Naively, the valence electrons of a crystal should forget their chemistry once they are shaken fast enough. They would swing to and fro together like a gas of free electrons, and only their density would matter. The energy of this collective swing, the plasmon, would grow as the square root of the density, so that four times the density gives twice the energy. In ordinary semiconductors it comes to roughly 15 to 25 eV, far above the band gap.

The loss peak in the table is the energy that a fast electron crossing the crystal most readily gives up. In these calculations it is the maximum of the loss function, −Im(1/ε), where ε is the dielectric function. The volume is given per atom.

Optical response of nine crystals in unrelaxed database cells, calculated with Yambo 5.3.0 in the long-wavelength limit on Quantum ESPRESSO PBEsol states, without quasiparticle corrections or spin-orbit coupling. Potentials are scalar-relativistic PseudoDojo 0.4.1 (standard), and the k-mesh is that of the response calculation.

```
      system  wave cutoff  density cutoff  space group  volume (Å³/atom)  shortest distance (Å)    k-mesh  loss peak (eV)
TePb (Fm-3m)   1088.45 eV      4353.82 eV        Fm-3m             33.73                   3.23     8x8x8          14.448
PbSe (Fm-3m)   1170.09 eV      4680.36 eV        Fm-3m             28.67                   3.06     8x8x8          14.472
 PbS (Fm-3m)   761.919 eV      3047.68 eV        Fm-3m             26.09                   2.97  14x14x14          15.377
  Si (Fd-3m)   489.805 eV      1959.22 eV        Fd-3m             20.16                   2.36  16x16x16          15.953
SnSe (Fm-3m)   1170.09 eV      4680.36 eV        Fm-3m             27.27                   3.01  10x10x10          16.107
 GaN (F-43m)   1142.88 eV      4571.51 eV        F-43m             11.44                   1.95  16x16x16          19.465
 AlN (F-43m)   1142.88 eV      4571.51 eV        F-43m             10.42                   1.89     6x6x6          20.804
AlN (P6_3mc)   1142.88 eV      4571.51 eV       P6_3mc             10.45                   1.89   12x12x8          21.544
 SiC (F-43m)   1115.67 eV      4462.67 eV        F-43m             10.35                   1.89  12x12x12          21.973
```

The broad trend obeys the naive picture. From TePb to SiC the valence electron density grows by a factor of 2.6, whose square root is 1.6, and the loss peak grows by a factor of 1.5. The four crystals with calculated gaps above 1 eV do have the four highest peaks, but the gap doesn't set their order. SiC has the highest peak, although its calculated gap of 1.2 eV is much smaller than the 4.1 eV of wurtzite AlN (P6_3mc).

The square root follows from a simple balance of forces. If all electrons shift by a small distance against the ions, charge builds up on the two faces of the crystal, and its field pulls the electrons back. The pull is proportional to the shift and to the density n, so the electrons oscillate like a mass on a spring. The energy of this oscillation is

E_p = ħ √(n e² / (ε₀ m)) = 27.2 eV × √(4π n a₀³)

Here e and m are the charge and mass of the electron, ε₀ is the vacuum permittivity and a₀ = 0.529 Å is the Bohr radius. With n in electrons per Å³ this becomes E_p ≈ 37.1 eV × √n.

Silicon shows how the estimate works. Each atom brings four valence electrons and fills 20.16 Å³:

n = 4 / 20.16 = 0.198 electrons per Å³
E_p = 37.1 eV × √0.198 = 16.5 eV

The full calculation gives 15.95 eV, so the estimate is about 4 % too high. It contains no adjustable constant, and silicon was not used to tune it.

The count must include the right electrons. Outer s and p electrons belong to the gas: four per atom in Si, SiC and the nitrides, five per atom in the lead and tin salts. The 3d electrons of gallium don't, although they are present in the calculation. If they moved freely, GaN would peak near 33 eV instead of 19.5 eV. The filled d shells of lead, tin, selenium and tellurium are left out of the count for the same reason.

The extra electron per atom in the heavy salts leaves a clear trace. With the count above and one common scale factor, fitted by least squares to all nine rows, the root-mean-square miss is 0.7 eV. If every crystal is given the same number of electrons per atom, an equally simple fit misses by 1.4 eV. Volume alone is therefore a poorer guide than volume together with the electron count.

The better of these fits, 0.94 times the free-electron energy, serves as the smooth reference. Four rows stand out from it. SnSe and TePb lie above it by 1.2 and 1.0 eV, while GaN and zinc-blende AlN (F-43m) lie below it by 1.2 and 0.8 eV. The other five stay within about 0.4 eV. The factor is an average over unlike crystals and settings, so it is a yardstick and not a material constant.

The upward breaks can be seen without any fit, but both are less firm than they look. SnSe has a lower electron density than PbS and should peak 0.36 eV below it, but it peaks 0.73 eV above. Its loss function, however, has two spikes of nearly equal height, 2.66 at 15.30 eV and 2.81 at 16.11 eV, and the table gives the higher one. Had the other spike been slightly higher, SnSe would peak about 0.1 eV below PbS, and most of its break would be gone.

TePb and PbSe should lie 1.2 eV apart, yet their peaks coincide within the energy spacing of the spectra. Here the two runs treat the response differently. The one for PbSe includes local fields (the uneven response inside the unit cell), and without them its peak would leave a mismatch of only about 0.5 eV.

To see what can move a plasmon off the free-electron value, the electrons must be allowed to be bound. Each possible transition then acts as a small oscillator with its own energy E_j and strength S_j. If damping is ignored, the loss peak sits at the energy E where the dielectric function passes through zero:

Σ S_j / (E² − E_j²) = 1

For free electrons every E_j is zero, the strengths add up to E_p², and the peak falls at E = E_p. A transition that lies below the peak has a smaller denominator, counts for more than a free electron would, and pushes the peak up. A transition above the peak enters with a negative sign and pulls the peak down.

This gives the sign of a break a meaning. Seven of the nine crystals peak below the free-electron value, which can point to strength at energies above the peak. In PbSe, though, most of the shortfall comes from local fields, and the runs for Si and wurtzite AlN include them too. Binding at low energy would do the opposite. If all the strength is placed at the calculated absorption peak, the root-mean-square miss grows from 1.4 eV for the plain free-electron value to 2.1 eV.

GaN has the largest shortfall, 2.5 eV below the free-electron value, and its 3d electrons are the obvious suspects. Zinc-blende AlN is the natural control, because aluminium has no occupied d shell. It falls short by 2.2 eV, almost as much. On this comparison most of the shortfall needs no d electrons at all. The comparison isn't perfect: AlN was sampled on a coarse 6x6x6 mesh, and against wurtzite AlN the extra shortfall of GaN would be about 1.1 eV. A contribution from the 3d shell therefore remains possible, but its size is open.

SiC helps to narrow the cause. It has nearly the same electron density as zinc-blende AlN and was treated in the same independent-particle picture, in which each electron responds on its own. Yet its shortfall is only 1.1 eV, half that of AlN. Taken at face value, something in the nitrides holds back part of the electron gas more firmly than in SiC. Two things weaken this step: zinc-blende AlN was sampled on a coarse mesh, and wurtzite AlN, calculated with other settings, falls short by only 0.3 eV more than SiC.

A possible reason is the nitrogen 2s shell. Nitrogen has a higher nuclear charge than carbon and binds its 2s electrons more tightly, and the nitrides are also more ionic than SiC. More of the 2s strength could then lie above the plasmon energy, where it lowers the peak. This is an argument from atomic physics. The calculated spectra are not divided by the band from which the electrons start, so the share of the 2s shell has not been measured here.

The same equation suggests how the settings can push a peak upward. A calculation can include only a finite number of empty bands, and transitions into the bands left out have no strength at all. If those transitions would lie above the peak, their downward pull is lost and the peak comes out too high. An effect of this kind belongs to the settings and not to the crystal. In this model, though, the lost pull alone can't lift a peak above the free-electron value. That also takes the upward push of the transitions below the peak.

At first sight SnSe and TePb fit this reading. They are the only crystals whose tabulated peak lies above the free-electron value, and they have the fewest empty bands for their volume. They have fewer than 30 per 100 Å³, against about 110 to 120 in GaN, zinc-blende AlN and SiC. Over all nine rows the tendency is loose, with a rank correlation of −0.6 between the number of empty bands per volume and the ratio of peak to free-electron value.

On a closer look SnSe fits badly. The equation speaks of the energy where the dielectric function passes through zero, and in SnSe that happens near 15.25 eV, more than half an eV below the free-electron value. The crystal with the fewest empty bands per volume thus shows no clear lift, which leaves TePb as the only support. The program also warned that the band sum for SnSe cuts through a group of bands of equal energy, as it does for Si and zinc-blende AlN. Such a cut can distort the response somewhat.

PbSe shows how much the treatment of the response matters. It has only slightly more empty bands per volume than TePb and the same 8x8x8 mesh, yet it peaks 1.0 eV below its free-electron value. Most of this shortfall comes from local fields. The same run also gives the independent-particle spectrum, which leaves out the local fields and a weak long-range correction for the attraction between electron and hole. There the loss peak lies near 15.2 eV, only about 0.3 eV below the free-electron value. The long-range correction can't explain the shift, because it changes the long-range Coulomb force by less than 1 % and should move the plasmon by less than 0.1 eV.

The rest of the difference from TePb may come from the band count, from the stronger broadening in PbSe or from the crystals themselves. With the weak broadening used for TePb, a coarse mesh can split a wide plasmon into spikes, and the highest spike need not mark its centre. The two spikes of SnSe may have the same origin. How this remainder divides among the causes can't be decided from one run per crystal.

The two forms of AlN make a similar point. Their densities are practically equal, so the free-electron rule gives them the same peak, but the wurtzite value is 0.74 eV higher. It would be easy to credit the crystal structure. The wurtzite run, however, has less than half as many empty bands per volume, which may raise its peak. It also includes local fields and uses another mesh and field direction. The difference is therefore no evidence for an effect of the structure.

Spin-orbit coupling, which is absent throughout, matters most in the lead and tin salts. It can change their band gaps strongly. The plasmon should feel it much less, because it draws on the whole valence shell and not just on the band edges. SnSe is also treated here in the rocksalt form, which is not its usual form at room conditions.

For a neighbouring crystal the recipe is short. Add up the outer s and p electrons, divide by the volume they fill in Å³, take the square root and multiply by 37 eV. The calculated peaks in this table lie between 1 % above and 11 % below that estimate, with the nitrides 6 to 11 % below. A change of volume at fixed electron count has a gentle effect: 1 % less volume raises a 20 eV peak by about 0.1 eV.

The open question is how much of the upward break would survive in a complete calculation. All nine crystals would have to be repeated with at least as many empty bands per volume as SiC, and with equally fine meshes and one common broadening and treatment of the response. If SnSe and TePb then fall into line with the others, the break came from the settings. For SnSe the first thing to watch is whether its two spikes merge into one peak, and where. If that peak still lies above the one of PbS, the cause must be sought in the crystals themselves. The filled d shells would then be the first suspects. Lead holds its 5d electrons less tightly than tin holds its 4d electrons, so their transitions should lie closer above the plasmon and pull it down more.
